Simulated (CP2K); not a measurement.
Runs of CP2K 2026.2 on Ir. Symmetry: Fm-3m, No. 225, cubic system. The conventional cell has a = 3.831 Å, b = 3.831 Å, c = 3.831 Å, α = 90.00°, β = 90.00°, γ = 90.00°. Around Ir (site symmetry m-3m) lie 12 Ir at 2.71 Å. 

```tsv
level	cutoff of the non-local correlation (Ry)	gap on the mesh (eV)	pressure (GPa)
LDA	-	none	-6.2
OLYP	-	none	0.1
vdW-DF-cx	300	none	(b)
r2SCAN	-	none	2.6
vdW-DF2	300	none	38.1
PBEsol	-	none	(a)
```

Alike in all rows: task band structure; potentials or basis POTENTIAL_UZH Ir GTH-PBE-q17; TZVP-MOLOPT-PBE-GTH basis; no spin polarisation; cell as given; k mesh 12 × 12 × 12; smearing fermi-dirac 0.05 eV.

Estimate the missing entries.

(a) -1.7; (b) 0.9.

Caveats: the potentials were made for another functional, which shifts forces and pressure; spin-orbit coupling is left out, which moves the levels of the heavy elements; the basis of atomic orbitals isn't converged, which shifts pressures, moduli and gaps; a pressure of tens of GPa on the cell as given is suspect, and the run, the potentials or the cell itself is likely at fault (some runs).

A k mesh can miss the band edges, and the runs leave out spin-orbit coupling on Ir.

A gap of «none» marks a metal or a gap under the smearing width.

Runs at the PBE level aren't shown here.
